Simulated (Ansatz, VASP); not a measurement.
## Si: VASP beside Ansatz

```
Si
1.0
     2.10917    0.00000    0.00000
     0.00000    2.10917    0.00000
     0.00000    0.00000    2.10917
Si
1
Direct
  0.00000 0.00000 0.00000
```

Change from the starting cell: volume scaled by 0.6, LAPW.

Alike in both runs: task single point; functional LDA; k mesh 16 × 16 × 16; occupations fermi-dirac, width 0.1 eV; no spin polarisation.

|  | VASP | Ansatz |
| --- | --- | --- |
| version | VASP 6.6.1 | Ansatz 0.2.0 |
| potentials or method | VASP PAW LDA potentials, release 64 (Si), cutoff 520 eV | all-electron LAPW, scalar-relativistic |

Ansatz gave:

| Item | Value |
| --- | --- |
| pressure (GPa) | 153.4 |

Task: Which values does VASP return?

Result: Pressure (GPa): 154.5.

Ansatz ran all-electron here, so the differences hold the error of VASP's frozen core and of both bases.

Caveats: the cell as given lies far from equilibrium; so large a pressure means that the cell lies far from this level's equilibrium, or that cutoff or potentials fall short (VASP).
